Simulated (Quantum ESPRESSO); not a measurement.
# SrO (Fm-3m) in Quantum ESPRESSO: notebook, part 2 of 2

Quantum ESPRESSO 7.5. Earlier steps stand in the parts before.

### 3 Relaxation of cell and atoms, PBE, target pressure 20 GPa, at which the enthalpy is minimised

pw.in

```
&CONTROL
  calculation = 'vc-relax'
  prefix = 'pwscf'
  outdir = './tmp'
  pseudo_dir = './pseudo'
  tprnfor = .true.
  tstress = .true.
  disk_io = 'low'
  nstep = 40
  forc_conv_thr = 0.0004
  etot_conv_thr = 1d-05
/
&SYSTEM
  ibrav = 0
  A = 3.62929627
  nat = 2
  ntyp = 2
  ecutwfc = 63
  ecutrho = 506
  nbnd = 14
  occupations = 'smearing'
  smearing = 'fd'
  degauss = 0.00367493
/
&ELECTRONS
  conv_thr = 4d-10
  electron_maxstep = 120
  mixing_beta = 0.5
/
&IONS
  ion_dynamics = 'bfgs'
/
&CELL
  cell_dynamics = 'bfgs'
  press = 200
  press_conv_thr = 0.3
/
ATOMIC_SPECIES
Sr    87.6200 Sr_pbe_v1.uspp.F.UPF
O     15.9990 O.pbe-n-kjpaw_psl.0.1.UPF
CELL_PARAMETERS alat
   0.0000000000    0.7071067802    0.7071067802
   0.7071067802    0.0000000000    0.7071067802
   0.7071067802    0.7071067802    0.0000000000
ATOMIC_POSITIONS alat
Sr     0.7071067802    0.7071067802    0.7071067802
O      0.0000000000    0.0000000000    0.0000000000
K_POINTS automatic
9 9 9 0 0 0
```

Potentials or basis: SSSP 1.3 efficiency PBE.

Run with:

```sh
> OMP_NUM_THREADS=1 pw.x -in pw.in > pw.out
```

pw.out:

```text
This program is part of the open-source Quantum ESPRESSO suite
     for quantum simulation of materials; please cite
         "P. Giannozzi et al., J. Phys.:Condens. Matter 21 395502 (2009);
         "P. Giannozzi et al., J. Phys.:Condens. Matter 29 465901 (2017);
         "P. Giannozzi et al., J. Chem. Phys. 152 154105 (2020);
     in publications or presentations arising from this work. More details at

     file O.pbe-n-kjpaw_psl.0.1.UPF: wavefunction(s)  2P renormalized
     Message from routine setup:
     using ibrav=0 with symmetry is DISCOURAGED, use correct ibrav instead

     G-vector sticks info
     --------------------
     sticks:   dense  smooth     PW     G-vecs:    dense   smooth      PW
     Sum        1639     823    253                43895    15473    2637

     Using Slab Decomposition

     bravais-lattice index     =            0
     lattice parameter (alat)  =       6.8584  a.u.
     unit-cell volume          =     228.1124 (a.u.)^3
     number of atoms/cell      =            2
     number of atomic types    =            2
     number of electrons       =        16.00
     number of Kohn-Sham states=           14
     kinetic-energy cutoff     =      63.0000  Ry
     charge density cutoff     =     506.0000  Ry
     scf convergence threshold =      4.0E-10
     mixing beta               =       0.5000
     number of iterations used =            8  plain     mixing
     energy convergence thresh.=      1.0E-05
     force convergence thresh. =      4.0E-04
     press convergence thresh. =      3.0E-01
     Exchange-correlation= SLA  PW   PBX  PBC
                           (   1   4   3   4   0   0   0)
     nstep                     =           40

     celldm(1)=   6.858376  celldm(2)=   0.000000  celldm(3)=   0.000000
     celldm(4)=   0.000000  celldm(5)=   0.000000  celldm(6)=   0.000000

     crystal axes: (cart. coord. in units of alat)
               a(1) = (   0.000000   0.707107   0.707107 )
               a(2) = (   0.707107   0.000000   0.707107 )
               a(3) = (   0.707107   0.707107   0.000000 )

     reciprocal axes: (cart. coord. in units 2 pi/alat)
               b(1) = ( -0.707107  0.707107  0.707107 )
               b(2) = (  0.707107 -0.707107  0.707107 )
               b(3) = (  0.707107  0.707107 -0.707107 )

     PseudoPot. # 1 for Sr read from file:
     Sr_pbe_v1.uspp.F.UPF
     Pseudo is Ultrasoft + core correction, Zval = 10.0
     Generated by new atomic code, or converted to UPF format
     Using radial grid of  883 points,  6 beta functions with:
                l(1) =   0
                l(2) =   0
                l(3) =   1
                l(4) =   1
                l(5) =   2
[... 1728 lines left out ...]
     celldm(4)=   0.000000  celldm(5)=   0.000000  celldm(6)=   0.000000

     crystal axes: (cart. coord. in units of alat)
               a(1) = (  -0.000000   0.677450   0.677450 )
               a(2) = (   0.677450  -0.000000   0.677450 )
               a(3) = (   0.677450   0.677450  -0.000000 )

     reciprocal axes: (cart. coord. in units 2 pi/alat)
               b(1) = ( -0.738062  0.738062  0.738062 )
               b(2) = (  0.738062 -0.738062  0.738062 )
               b(3) = (  0.738062  0.738062 -0.738062 )

     PseudoPot. # 1 for Sr read from file:
     Sr_pbe_v1.uspp.F.UPF
     Pseudo is Ultrasoft + core correction, Zval = 10.0
     Generated by new atomic code, or converted to UPF format
     Using radial grid of  883 points,  6 beta functions with:
                l(1) =   0
                l(2) =   0
                l(3) =   1
                l(4) =   1
                l(5) =   2
                l(6) =   2
     Q(r) pseudized with  6 coefficients,  rinner =    1.400   1.400   1.400
                                                       1.400   1.400

     PseudoPot. # 2 for O  read from file:
     O.pbe-n-kjpaw_psl.0.1.UPF
     Pseudo is Projector augmented-wave + core cor, Zval =  6.0
     Generated using "atomic" code by A. Dal Corso  v.5.0.99 svn rev. 10869
     Shape of augmentation charge: BESSEL
     Using radial grid of 1095 points,  4 beta functions with:
                l(1) =   0
                l(2) =   0
                l(3) =   1
                l(4) =   1
     Q(r) pseudized with 0 coefficients

     atomic species   valence    mass     pseudopotential
     Sr               10.00    87.62000     Sr( 1.00)
     O                 6.00    15.99900     O ( 1.00)

     48 Sym. Ops., with inversion, found

   Cartesian axes

     site n.     atom                  positions (alat units)
         1        Sr     tau(   1) = (   0.6774498   0.6774498   0.6774498  )
         2        O      tau(   2) = (  -0.0000000   0.0000000   0.0000000  )

     number of k points=    35  Fermi-Dirac smearing, width (Ry)=  0.0037
                       cart. coord. in units 2pi/alat
        k(    1) = (   0.0000000   0.0000000   0.0000000), wk =   0.0027435
        k(    2) = (   0.0820069   0.0820069  -0.0820069), wk =   0.0219479
        k(    3) = (   0.1640138   0.1640138  -0.1640138), wk =   0.0219479
        k(    4) = (   0.2460207   0.2460207  -0.2460207), wk =   0.0219479
        k(    5) = (   0.3280276   0.3280276  -0.3280276), wk =   0.0219479
        k(    6) = (   0.1640138  -0.0000000   0.0000000), wk =   0.0164609
[... 27 lines left out ...]
        k(   34) = (   0.0000000  -0.4920414   0.6560551), wk =   0.0658436
        k(   35) = (  -0.0820069  -0.4100345   0.7380620), wk =   0.0658436

     Dense  grid:    38517 G-vectors     FFT dimensions: (  48,  48,  48)

     Smooth grid:    13539 G-vectors     FFT dimensions: (  36,  36,  36)

     Check: negative core charge=   -0.000001

     Initial potential from superposition of free atoms

     starting charge      15.9663, renormalised to      16.0000

     negative rho (up, down):  6.273E-02 0.000E+00
     Starting wfcs are   17 randomized atomic wfcs

     Self-consistent Calculation

     iteration #  1     ecut=    63.00 Ry     beta= 0.50
     Davidson diagonalization with overlap
     c_bands:  1 eigenvalues not converged
     ethr =  1.00E-06,  avg # of iterations = 11.1

     negative rho (up, down):  6.335E-02 0.000E+00

     total energy              =    -111.76648412 Ry
     estimated scf accuracy    <       0.73610589 Ry
[... 310 lines left out ...]
     negative rho (up, down):  6.597E-02 0.000E+00
          total   stress  (Ry/bohr**3)                   (kbar)     P=      199.63
   0.00135703  -0.00000000  -0.00000000          199.63       -0.00       -0.00
  -0.00000000   0.00135703  -0.00000000           -0.00      199.63       -0.00
  -0.00000000  -0.00000000   0.00135703           -0.00       -0.00      199.63

=------------------------------------------------------------------------------=
   JOB DONE.
=------------------------------------------------------------------------------=
```

Run time: 90 s. Hardware: 1 thread of AMD EPYC 7B13 (Zen 3), shared host; peak memory 0.22 GiB.

What came out:

| Quantity | Value |
| --- | --- |
| Free energy | -1524.4916 eV |
| Relaxed volume | 14.86 Å³/atom |
| Relaxed cell | a = 3.477 Å, b = 3.477 Å, c = 3.477 Å, α = 60.00°, β = 60.00°, γ = 60.00° |
| Space group after relaxing (to 0.05 Å) | Fm-3m (No. 225) |
| Energy change on relaxing (the enthalpy is what falls) | +135.4 meV/atom |
| Ionic steps | 5 |
| Pressure after relaxing | 20.0 GPa |
| Band gap on the k mesh | 3.24 eV, direct |

The path:
| step | energy change (eV) | largest force (eV/Å) | pressure (GPa) | volume (Å³) |
| --- | --- | --- | --- | --- |
| 1 | 0.0000 | 0.0000 | 3.13 | 33.80 |
| 2 | 0.1405 | 0.0000 | 13.59 | 30.98 |
| 3 | 0.3039 | 0.0000 | 21.47 | 29.47 |
| 4 | 0.2690 | 0.0000 | 19.91 | 29.74 |
| 5 | 0.2709 | 0.0000 | 20.00 | 29.73 |

Final structure:
```yaml
crystal:
  lattice:
    - [0.00000, 2.45867, 2.45867]
    - [2.45867, 0.00000, 2.45867]
    - [2.45867, 2.45867, 0.00000]
  atoms:
    - { symbol: Sr, position: [0.50000, 0.50000, 0.50000] }
    - { symbol: O, position: [0.00000, 0.00000, 0.00000] }
```

Caveat: an odd mesh through Γ misses points on the zone boundary, where band edges often lie.

### 4 Relaxation of cell and atoms, PBE, target pressure 30 GPa, at which the enthalpy is minimised

Changes to pw.in since step 3:

```diff
@@ -34,3 +34,3 @@
   cell_dynamics = 'bfgs'
-  press = 200
+  press = 300
   press_conv_thr = 0.3
```

Run with:

```sh
> OMP_NUM_THREADS=1 pw.x -in pw.in > pw.out
```

Run time: 91 s. Hardware: 1 thread of AMD EPYC 7B13 (Zen 3), shared host; peak memory 0.22 GiB.

The run converged. Its results:

| Property | Result |
| --- | --- |
| Free energy | -1524.2502 eV |
| Relaxed volume | 14.09 Å³/atom |
| Relaxed cell | a = 3.416 Å, b = 3.416 Å, c = 3.416 Å, α = 60.00°, β = 60.00°, γ = 60.00° |
| Space group after relaxing (to 0.05 Å) | Fm-3m (No. 225) |
| Energy change on relaxing (the enthalpy is what falls) | +255.2 meV/atom |
| Ionic steps | 5 |
| Pressure after relaxing | 29.9 GPa |
| Band gap on the k mesh | 3.10 eV, direct |

The path:
```tsv
step	energy change (eV)	largest force (eV/Å)	pressure (GPa)	volume (Å³)
1	0.0000	0.0000	3.13	33.80
2	0.3161	0.0000	22.01	29.38
3	0.5758	0.0000	32.52	27.84
4	0.5069	0.0000	29.86	28.20
5	0.5105	0.0000	30.00	28.18
```

Final structure:
```
Sr O
1.0
     0.00000    2.41520    2.41520
     2.41520    0.00000    2.41520
     2.41520    2.41520    0.00000
Sr O
1 1
Direct
  0.50000 0.50000 0.50000
  0.00000 0.00000 0.00000
```

Levels at points of the mesh, in eV from the valence-band top:
| k point | band 5 | band 6 | band 7 | band 8 | band 9 | band 10 | band 11 | band 12 |
| --- | --- | --- | --- | --- | --- | --- | --- | --- |
| (0.00, 0.00, 0.00) | -13.20 | -0.10 | -0.10 | -0.10 | 5.44 | 6.55 | 6.55 | 6.55 |

Caveat: the volume moved by over 15 % at a fixed basis, so the end points are rough; an odd mesh through Γ misses points on the zone boundary, where band edges often lie.

### 5 Overview

| cell | gap on the mesh (eV) | pressure (GPa) |
| --- | --- | --- |
| relaxed to 10 GPa | 3.33 | 10.0 |
| relaxed to 20 GPa | 3.24 | 20.0 |
| relaxed to 30 GPa | 3.10 | 29.9 |

Alike in all rows: task relaxation of cell and atoms; level PBE; potentials or basis SSSP 1.3 efficiency PBE; no spin polarisation; k mesh 9 × 9 × 9; cutoff (eV) 857; smearing fermi-dirac 0.05 eV.

Caveats: an odd mesh through Γ misses points on the zone boundary, where band edges often lie; the volume moved by over 15 % at a fixed basis, so the end points are rough (some runs).

Absolute energies hang on the potentials; compare differences alone.
